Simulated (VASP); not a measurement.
# BaTiO3 (R3m) in VASP: further runs

The runs below take BaTiO3 through relaxation of shape and atoms at fixed volume, with LDA.

Program: VASP 6.6.1. These are calculated values, not measurements. Logs are shortened: lines on timing, memory, paths and dates and some standing lists are left out, and cuts for length are marked.

### Step 1. The crystal as given

It takes space group R3m (No. 160, trigonal). Conventional cell: a = 5.598 Å, b = 5.598 Å, c = 6.867 Å, α = 90.00°, β = 90.00°, γ = 120.00°. Ba (site symmetry 3m) has 12 O at 2.76 to 2.85 Å as nearest neighbours. Around Ti (site symmetry 3m) lie 6 O at 1.89 to 2.07 Å. O (site symmetry m) has 2 Ti at 1.89 to 2.07 Å as nearest neighbours.

### Step 2. Relaxation of shape and atoms at fixed volume, LDA (a relaxed cell with its volume scaled by 0.98)

INCAR

```
  PREC = Accurate
  ENCUT = 600
  EDIFF = 1E-7
  ISMEAR = 0
  SIGMA = 0.03
  LREAL = F
  LASPH = T
  NELM = 80
  ALGO = Normal
  ISIF = 4
  LWAVE = F
  LCHARG = F
  IBRION = 2
  NSW = 40
  EDIFFG = -0.01
  KPAR = 2
```

KPOINTS

```
Automatic mesh
0
Gamma
  7 7 7
```

POSCAR

```
BaTiO3                                  
1.0
    2.7802647815      1.6051866199      2.2736237431
   -2.7802647815      1.6051866199      2.2736237431
    0.0000000000     -3.2103732400      2.2736237431
  Ba              Ti              O             
     1     1     3
Direct
     0.9996531987002086    0.9996531987002086    0.9996531987002086
     0.4905882828576651    0.4905882828576651    0.4905882828576651
     0.5080924305203212    0.5080924305203212    0.0127736574014818
     0.0127736574014818    0.5080924305203212    0.5080924305203212
     0.5080924305203212    0.0127736574014818    0.5080924305203212
```

Potentials or basis: VASP PAW LDA potentials, release 64 (Ba_sv, Ti_sv, O).

Launch:

```sh
> cat potpaw_LDA.64/Ba_sv/POTCAR potpaw_LDA.64/Ti_sv/POTCAR potpaw_LDA.64/O/POTCAR > POTCAR
> mpirun -np 2 vasp_std > vasp.out
```

OUTCAR:

```text
PREC = Accurate
   ENCUT = 600
   EDIFF = 1E-7
   ISMEAR = 0
   LREAL = F
   LASPH = T
   NELM = 80
   ISIF = 4
   IBRION = 2
   NSW = 40
   EDIFFG = -0.01

 ion  position               nearest neighbor table
   1  1.000  1.000  1.000-   3 2.74   4 2.74   5 2.74   4 2.78   5 2.78   5 2.78   4 2.78   3 2.78
                             3 2.78   3 2.83   4 2.83   5 2.83   2 3.35   2 3.39   2 3.39   2 3.39
   2  0.491  0.491  0.491-   4 1.88   5 1.88   3 1.88   5 2.06   4 2.06   3 2.06   1 3.35   1 3.39
                             1 3.39   1 3.39   1 3.43   1 3.43   1 3.43   1 3.47
   3  0.508  0.508  0.013-   2 1.88   2 2.06   1 2.74   1 2.78   1 2.78   1 2.83
   4  0.013  0.508  0.508-   2 1.88   2 2.06   1 2.74   1 2.78   1 2.78   1 2.83
   5  0.508  0.013  0.508-   2 1.88   2 2.06   1 2.74   1 2.78   1 2.78   1 2.83

  LATTYP: Found a trigonal (rhomboedric) cell.
 ALAT       =     3.9339371201
 COS(alpha) =     0.0010414125

  Lattice vectors:

 A1 = (   2.7802647815,   1.6051866199,   2.2736237431)
 A2 = (  -2.7802647815,   1.6051866199,   2.2736237431)
 A3 = (   0.0000000000,  -3.2103732400,   2.2736237431)

Analysis of symmetry for initial positions (statically):
=====================================================================
 Subroutine PRICEL returns:
 Original cell was already a primitive cell.

 Routine SETGRP: Setting up the symmetry group for a
 trigonal (rhombohedral) supercell.

 Subroutine GETGRP returns: Found  6 space group operations
 (whereof  6 operations were pure point group operations)
 out of a pool of 12 trial point group operations.

The static configuration has the point symmetry C_3v.

Analysis of symmetry for dynamics (positions and initial velocities):
=====================================================================
 Subroutine PRICEL returns:
 Original cell was already a primitive cell.

 Routine SETGRP: Setting up the symmetry group for a
 trigonal (rhombohedral) supercell.

 Subroutine GETGRP returns: Found  6 space group operations
 (whereof  6 operations were pure point group operations)
 out of a pool of 12 trial point group operations.

The dynamic configuration has the point symmetry C_3v.

 Subroutine INISYM returns: Found  6 space group operations
 (whereof  6 operations are pure point group operations),
 and found     1 'primitive' translations

----------------------------------------------------------------------------------------

                                     Primitive cell

  volume of cell :      60.8810

  direct lattice vectors                    reciprocal lattice vectors
     2.780264782  1.605186620  2.273623743     0.179838986  0.103830087  0.146608837
    -2.780264782  1.605186620  2.273623743    -0.179838986  0.103830087  0.146608837
     0.000000000 -3.210373240  2.273623743     0.000000000 -0.207660174  0.146608837

  length of vectors
     3.933937120  3.933937120  3.933937120     0.254198543  0.254198543  0.254198543

  position of ions in fractional coordinates (direct lattice)
     0.999653199  0.999653199  0.999653199
     0.490588283  0.490588283  0.490588283
     0.508092431  0.508092431  0.012773657
     0.012773657  0.508092431  0.508092431
     0.508092431  0.012773657  0.508092431

  ion indices of the primitive-cell ions
   primitive index   ion index
                 1           1
                 2           2
                 3           3
                 4           4
                 5           5

----------------------------------------------------------------------------------------

 KPOINTS: Automatic mesh

Automatic generation of k-mesh.
 Grid dimensions read from file:
 generate k-points for:    7    7    7

 Generating k-lattice:

  Cartesian coordinates                     Fractional coordinates (reciprocal lattice)
     0.025691284  0.014832870  0.020944120     0.142857143  0.000000000  0.000000000
    -0.025691284  0.014832870  0.020944120     0.000000000  0.142857143  0.000000000
     0.000000000 -0.029665739  0.020944120     0.000000000  0.000000000  0.142857143

  Length of vectors
     0.036314078  0.036314078  0.036314078

  Shift w.r.t. Gamma in fractional coordinates (k-lattice)
     0.000000000  0.000000000  0.000000000

 Subroutine IBZKPT returns following result:
 ===========================================

 Found     44 irreducible k-points:

 Following reciprocal coordinates:
            Coordinates               Weight
  0.000000  0.000000  0.000000      1.000000
  0.142857  0.000000  0.000000      6.000000
  0.285714  0.000000  0.000000      6.000000
  0.428571 -0.000000  0.000000      6.000000
  0.142857  0.142857  0.000000      6.000000
  0.285714  0.142857  0.000000     12.000000
[... 16 lines left out ...]
  0.285714  0.285714  0.142857      6.000000
  0.428571  0.285714  0.142857     12.000000
 [... further k-points ...]
   k-points           NKPTS =     44   k-points in BZ     NKDIM =     44   number of bands    NBANDS=     24
   number of dos      NEDOS =    301   number of ions     NIONS =      5
   total plane-waves  NPLWV =  32768
   dimension x,y,z NGX =    32 NGY =   32 NGZ =   32
   dimension x,y,z NGXF=    64 NGYF=   64 NGZF=   64
   ions per type =               1   1   3
   NGX,Y,Z   is equivalent  to a cutoff of  13.52, 13.52, 13.52 a.u.
   NGXF,Y,Z  is equivalent  to a cutoff of  27.05, 27.05, 27.05 a.u.
 SYSTEM =  unknown system
   PREC   = accura    normal or accurate (medium, high low for compatibility)
   ISTART =      0    job   : 0-new  1-cont  2-samecut
   ICHARG =      2    charge: 1-file 2-atom 10-const
   ISPIN  =      1    spin polarized calculation?
   LNONCOLLINEAR =      F non collinear calculations
   LSORBIT =      F    spin-orbit coupling
   LASPH  =      T    aspherical Exc in radial PAW
   ENCUT  =  600.0 eV  44.10 Ry    6.64 a.u.   7.86  7.86  7.86*2*pi/ulx,y,z
   NELM   =     80;   NELMIN=  2; NELMDL= -5     # of ELM steps
   EDIFF  = 0.1E-06   stopping-criterion for ELM
   LREAL  =      F    real-space projection
   EDIFFG = -.1E-01   stopping-criterion for IOM
   NSW    =     40    number of steps for IOM
   IBRION =      2    ionic relax: 0-MD 1-quasi-New 2-CG
   NFREE  =      1    steps in history (QN), initial steepest desc. (CG)
   ISIF   =      4    stress and relaxation
   ISYM   =      2    0-nonsym 1-usesym 2-fastsym
   POTIM  = 0.5000    time-step for ionic-motion
   TEBEG  =    0.0;   TEEND  =   0.0 temperature during run
   PSTRESS=    0.0 pullay stress
   NELECT =      40.0000    total number of electrons
   NUPDOWN=      -1.0000    fix difference up-down
   EMIN   =  10.00;   EMAX   =-10.00  energy-range for DOS
   EFERMI =   0.00;   METHOD = LEGACY
   ISMEAR =     0;   SIGMA  =   0.03  broadening in eV -4-tet -1-fermi 0-gaus
   EFERMI_NEDOS =   21; number of points for ismear=-14 and -15
   IALGO  =     38    algorithm
   IMIX   =      4    mixing-type and parameters
     AMIX     =   0.40;   BMIX     =  1.00
     AMIX_MAG =   1.60;   BMIX_MAG =  1.00
  volume/ion in A,a.u.               =      12.18        82.17
  Fermi-wavevector in a.u.,A,eV,Ry     =   1.423206  2.689469 27.558794  2.025514
  Thomas-Fermi vector in A             =   2.543828
   LORBIT       =      0    0 simple, 1 ext, 2 COOP (PROOUT), +10 PAW based schemes
   GGA     = CA    functional components
   LHFCALC =     F    Hartree Fock is set to
   AEXX    =    0.0000 exact exchange contribution
   IVDW    =     0    specifies the selected vdW correction
   LEPSILON=     F    determine dielectric tensor
   LRPA    =     F    only Hartree local field effects (RPA)
 conjugate gradient relaxation of ions
 non-spin polarized calculation
 Gauss-broadening in eV      SIGMA  =   0.03
  energy-cutoff  :      600.00
  volume of cell :       60.88
 maximum number of plane-waves:      2043
   NGX = 15   NGY = 15   NGZ = 15

--------------------------------------- Ionic step        1  -------------------------------------------

 number of electron      40.0000015 magnetization

 Free energy of the ion-electron system (eV)
  ---------------------------------------------------
  ext. energy  EPLUGINS =         0.00000000
  ---------------------------------------------------
  free energy    TOTEN  =       -44.15456144 eV

  energy without entropy =      -44.15456144  energy(sigma->0) =      -44.15456144

------------------------ aborting loop because EDIFF is reached ----------------------------------------

  FORCE on cell =-STRESS in cart. coord.  units (eV):
  Direction    XX          YY          ZZ          XY          YZ          ZX
  --------------------------------------------------------------------------------------
  -------------------------------------------------------------------------------------
  Total        1.5444115      1.5444115      1.5055052      0.0000000     -0.0000000     -0.0000000
  in kB       40.6435920     40.6435920     39.6197106      0.0000000     -0.0000000     -0.0000000
  external PRESSURE =      40.3022982 kB  Pullay stress =       0.0000000 kB
[... 219 lines left out ...]
  energy  without entropy=      -44.1580824793  energy(sigma->0) =      -44.15808248

--------------------------------------- Ionic step        7  -------------------------------------------

 number of electron      40.0000015 magnetization

 Free energy of the ion-electron system (eV)
  ---------------------------------------------------
  ext. energy  EPLUGINS =         0.00000000
  ---------------------------------------------------
  free energy    TOTEN  =       -44.15818236 eV

  energy without entropy =      -44.15818236  energy(sigma->0) =      -44.15818236

 E-fermi :   4.1255     XC(G=0): -12.0012

 val. band max:        3.8577122707   @ k =   0.4286   0.4286   0.4286
 cond. band min:       5.8431731098   @ k =   0.0000   0.0000   0.0000
 fundamental gap:      1.9854608391
 Fermi energy:         4.1255141607

 k-point     1 :       0.0000    0.0000    0.0000
  band No.  band energies     occupation
      1     -51.6640      2.00000
      2     -28.3224      2.00000
      3     -28.3224      2.00000
      4     -28.3192      2.00000
      5     -20.6255      2.00000
      6     -12.7535      2.00000
[... 637 lines left out ...]
     23       7.8633      0.00000
     24       9.7192      0.00000

 [... further k-points ...]

------------------------ aborting loop because EDIFF is reached ----------------------------------------

  FORCE on cell =-STRESS in cart. coord.  units (eV):
  Direction    XX          YY          ZZ          XY          YZ          ZX
  --------------------------------------------------------------------------------------
  -------------------------------------------------------------------------------------
  Total        1.1830617      1.1830617      1.2221738     -0.0000000     -0.0000000      0.0000000
  in kB       31.1341096     31.1341096     32.1634051     -0.0000000     -0.0000000      0.0000000
  external PRESSURE =      31.4772081 kB  Pullay stress =       0.0000000 kB
[... 20 lines left out ...]
  FREE ENERGIE OF THE ION-ELECTRON SYSTEM (eV)
  ---------------------------------------------------
  free  energy   TOTEN  =       -44.1581823622 eV

  energy  without entropy=      -44.1581823622  energy(sigma->0) =      -44.15818236

 reached required accuracy - stopping structural energy minimisation
```

Run time: 1.7 min. Hardware: 2 MPI ranks of Intel Xeon Platinum 8375C at 2.90GHz (Ice Lake), shared host; peak memory 0.21 GiB.

Results:

```yaml
Free_energy: -44.1582 eV
Energy_gained_by_relaxing: 0.7 meV/atom
Ionic_steps: 7
Pressure_after_relaxing: 3.1 GPa
Largest_force_after_relaxing: 0.007 eV/Å
Band_gap_on_the_k_mesh: 1.99 eV, indirect (least direct gap 2.08 eV)
```

Forces in eV/Å, atoms in the order of the input:
```
Ba   0.000  0.000  0.003
Ti   0.000  0.000  0.002
O    0.000  0.007 -0.002
O   -0.006 -0.003 -0.002
O    0.006 -0.003 -0.002
```

Step by step:
| step | energy change (eV) | largest force (eV/Å) | pressure (GPa) |
| --- | --- | --- | --- |
| 1 | 0.0000 | 0.1473 | 4.03 |
| 2 | -0.0021 | 0.0908 | 3.67 |
| 3 | -0.0026 | 0.0540 | 3.40 |
| 4 | -0.0032 | 0.0311 | 3.33 |
| 5 | -0.0035 | 0.0181 | 3.22 |
| 6 | -0.0035 | 0.0169 | 3.21 |
| 7 | -0.0036 | 0.0069 | 3.15 |

Final structure:
```cif
data_structure
_symmetry_space_group_name_H-M 'P 1'
_symmetry_Int_Tables_number 1
_cell_length_a 3.9339
_cell_length_b 3.9339
_cell_length_c 3.9339
_cell_angle_alpha 89.989
_cell_angle_beta 89.989
_cell_angle_gamma 89.989
_cell_volume 60.88
loop_
_atom_site_label
_atom_site_type_symbol
_atom_site_fract_x
_atom_site_fract_y
_atom_site_fract_z
_atom_site_occupancy
Ba1 Ba 0.00104 0.00104 0.00104 1
Ti1 Ti 0.49465 0.49465 0.49465 1
O1 O 0.50692 0.50692 0.00966 1
O2 O 0.00966 0.50692 0.50692 1
O3 O 0.50692 0.00966 0.50692 1
```

Levels at points of the mesh, in eV from the valence-band top:
```
           k point  band 18  band 19  band 20  band 21  band 22  band 23
(0.00, 0.00, 0.00)    -0.15    -0.09    -0.09     1.99     1.99     2.04
```

Caveat: spin-orbit coupling is left out, which moves the levels of the heavy elements; an odd mesh through Γ misses points on the zone boundary, where band edges often lie.

### Step 3. Relaxation of shape and atoms at fixed volume, LDA

INCAR is that of step 2.

KPOINTS is that of step 2.

POSCAR, as its differences from that of step 2:

```diff
@@ -2,5 +2,5 @@
 1.0
-    2.7802647815      1.6051866199      2.2736237431
-   -2.7802647815      1.6051866199      2.2736237431
-    0.0000000000     -3.2103732400      2.2736237431
+    2.7990509242      1.6160328045      2.2889865317
+   -2.7990509242      1.6160328045      2.2889865317
+    0.0000000000     -3.2320656091      2.2889865317
   Ba              Ti              O
```

Potentials or basis: VASP PAW LDA potentials, release 64 (Ba_sv, Ti_sv, O).

Launch:

```sh
> cat potpaw_LDA.64/Ba_sv/POTCAR potpaw_LDA.64/Ti_sv/POTCAR potpaw_LDA.64/O/POTCAR > POTCAR
> mpirun -np 2 vasp_std > vasp.out
```

Run time: 27 s. Hardware: 2 MPI ranks of Intel Xeon Platinum 8375C at 2.90GHz (Ice Lake), shared host; peak memory 0.2 GiB.

Results (log left out):

```yaml
Free_energy: -44.1727 eV
Pressure_after_relaxing: 0.0 GPa
Largest_force_after_relaxing: 0.003 eV/Å
Band_gap_on_the_k_mesh: 2.11 eV, indirect (least direct gap 2.30 eV)
```

Forces on the atoms (eV/Å):
```
Ba   0.000  0.000 -0.002
Ti   0.000  0.000  0.000
O    0.000  0.003  0.000
O   -0.003 -0.002  0.000
O    0.003 -0.002  0.000
```

Final structure:
```
Ba Ti O
1.0
     2.79905    1.61603    2.28899
    -2.79905    1.61603    2.28899
     0.00000   -3.23207    2.28899
Ba Ti O
1 1 3
Direct
  0.99965 0.99965 0.99965
  0.49059 0.49059 0.49059
  0.50809 0.50809 0.01277
  0.01277 0.50809 0.50809
  0.50809 0.01277 0.50809
```

Levels at points of the mesh, in eV from the valence-band top:
```csv
k point,band 17,band 18,band 19,band 20,band 21,band 22,band 23,band 24
"(0.00, 0.00, 0.00)",-1.09,-0.28,-0.18,-0.18,2.11,2.11,2.22,4.51
```

Caveat: the relaxation stopped at its first step, so nothing moved; spin-orbit coupling is left out, which moves the levels of the heavy elements; an odd mesh through Γ misses points on the zone boundary, where band edges often lie.

### Step 4. Relaxation of shape and atoms at fixed volume, LDA (a relaxed cell with its volume scaled by 1.02)

INCAR is that of step 3.

KPOINTS is that of step 3.

POSCAR, as its differences from that of step 3:

```diff
@@ -2,5 +2,5 @@
 1.0
-    2.7990509242      1.6160328045      2.2889865317
-   -2.7990509242      1.6160328045      2.2889865317
-    0.0000000000     -3.2320656091      2.2889865317
+    2.8175882255      1.6267353204      2.3041458247
+   -2.8175882255      1.6267353204      2.3041458247
+    0.0000000000     -3.2534706409      2.3041458247
   Ba              Ti              O
```

Launch:

```sh
> cat potpaw_LDA.64/Ba_sv/POTCAR potpaw_LDA.64/Ti_sv/POTCAR potpaw_LDA.64/O/POTCAR > POTCAR
> mpirun -np 2 vasp_std > vasp.out
```

It took 93 s on 2 MPI ranks of Intel Xeon Platinum 8375C at 2.90GHz (Ice Lake), shared host; peak memory 0.21 GiB.

It converged, with:

```
Free energy                  : -44.1647 eV
Energy gained by relaxing    : 0.7 meV/atom
Ionic steps                  : 7
Pressure after relaxing      : -2.7 GPa
Largest force after relaxing : 0.008 eV/Å
Band gap on the k mesh       : 2.25 eV, indirect (least direct gap 2.52 eV)
```

Forces in eV/Å, atoms in the order of the input:
```
Ba   0.000  0.000 -0.008
Ti   0.000  0.000  0.005
O    0.000 -0.004  0.001
O    0.003  0.002  0.001
O   -0.003  0.002  0.001
```

The path:
```tsv
step	energy change (eV)	largest force (eV/Å)	pressure (GPa)
1	0.0000	0.1382	-3.63
2	-0.0020	0.1080	-3.31
3	-0.0029	0.0572	-2.82
4	-0.0035	0.0347	-2.68
5	-0.0036	0.0314	-2.60
6	-0.0037	0.0107	-2.66
7	-0.0037	0.0081	-2.67
```

Final structure:
```
CELL_PARAMETERS angstrom
2.81607 1.62586 2.30663
-2.81607 1.62586 2.30663
0.00000 -3.25172 2.30663
ATOMIC_POSITIONS crystal
Ba 0.99837 0.99837 0.99837
Ti 0.48721 0.48721 0.48721
O 0.50901 0.50901 0.01560
O 0.01560 0.50901 0.50901
O 0.50901 0.01560 0.50901
```

Levels at points of the mesh, in eV from the valence-band top:
```
           k point  band 17  band 18  band 19  band 20  band 21  band 22  band 23  band 24
(0.00, 0.00, 0.00)    -1.05    -0.40    -0.27    -0.27     2.25     2.25     2.39     4.53
```

Caveat: spin-orbit coupling is left out, which moves the levels of the heavy elements; an odd mesh through Γ misses points on the zone boundary, where band edges often lie.

(Continued in part 2 of 2.)
